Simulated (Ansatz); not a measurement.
**AlRu: stress in a strained cell**

AlRu is deformed so: z strained by +1 % at fixed volume. What stress and forces result, by LAPW, PAW and all-electron datasets made for the crystal?

Program: Ansatz 0.2.0. Level of theory: DFT PBE, scalar-relativistic. These are calculated values, not measurements.

## (1) The starting structure

The structure is cubic, space group Pm-3m (No. 221). The conventional cell has a = 2.992 Å, b = 2.992 Å, c = 2.992 Å, α = 90.00°, β = 90.00°, γ = 90.00°. Around Al (site symmetry m-3m) lie 8 Ru at 2.59 Å. Around Ru (site symmetry m-3m) lie 8 Al at 2.59 Å.

Structure file:

```cif
data_structure
_symmetry_space_group_name_H-M 'Pm-3m'
_symmetry_Int_Tables_number 221
_cell_length_a 2.9916
_cell_length_b 2.9916
_cell_length_c 2.9916
_cell_angle_alpha 90.000
_cell_angle_beta 90.000
_cell_angle_gamma 90.000
_cell_volume 26.77
loop_
_atom_site_label
_atom_site_type_symbol
_atom_site_symmetry_multiplicity
_atom_site_Wyckoff_symbol
_atom_site_fract_x
_atom_site_fract_y
_atom_site_fract_z
_atom_site_occupancy
Al1 Al 1 a 0.00000 0.00000 0.00000 1
Ru1 Ru 1 b 0.50000 0.50000 0.50000 1
```

The file gives the conventional cell by its symmetry; the runs use the cell typed in the input.

Atoms are numbered in the order of the input: Al1, Ru2.

## (2) The deformed structure

Space group Pm-3m before, P4/mmm after.

## (3) All-electron LAPW

The input, input.yaml:

```yaml
crystal:
  lattice:
    - [2.9767532582, 0.0, 0.0]
    - [0.0, 2.9767532582, 0.0]
    - [0.0, 0.0, 3.021516]
  atoms:
    - { symbol: Al, position: [0.0, 0.0, 0.0] }
    - { symbol: Ru, position: [0.5, 0.5, 0.5] }
kpoints:
  mp_grid: { grid: [12, 12, 12] }
scf:
  occupations: { method: fermi_dirac, width: 0.05 }
hamiltonian:
  xc: pbe
  pseudopotentials: { kind: all_electron, lapw: { basis_error: 0.001 } }
output:
  forces: true
  stress: true
  eigenvalues: true
```

The run is started by

```
$ ansatz run input.yaml --threads 1 --pin off --max-ram 2048MiB --backend cpu --events-out ev --progress --plain --runs-dir out
```

## (4) PAW on the default files

Changes to input.yaml since step 3:

```diff
@@ -14,3 +14,3 @@
   xc: pbe
-  pseudopotentials: { kind: all_electron, lapw: { basis_error: 0.001 } }
+  pseudopotentials: { kind: paw }
 output:
@@ -19 +19,2 @@
   eigenvalues: true
+  efg: { contact_densities: true }
```

## (5) Datasets made for this crystal

Changes to input.yaml since step 4:

```diff
@@ -14,3 +14,3 @@
   xc: pbe
-  pseudopotentials: { kind: paw }
+  pseudopotentials: { kind: all_electron, datasets: crystal }
 output:
```

(Steps that only read results are left out.)

**Question.** What will these runs give? Wanted: pressure; largest shear or deviatoric stress.

**Answer**, as computed:

| quantity | value |
| --- | --- |
| pressure | LAPW 2.45, PAW 2.51, crystal datasets 2.45 GPa |
| largest shear or deviatoric stress (LAPW) | 1.79 GPa |

**Reading.** The largest part of the stress beyond the pressure is 1.79 GPa in size, in the zz component; the atoms are carried along and not relaxed. No run of the undeformed cell stands beside it, so pressure and stress hold what the given cell had before the change, as far as its symmetry allows. PAW: stress within 0.06 GPa of LAPW. Crystal datasets: stress within 0.01 GPa of LAPW.
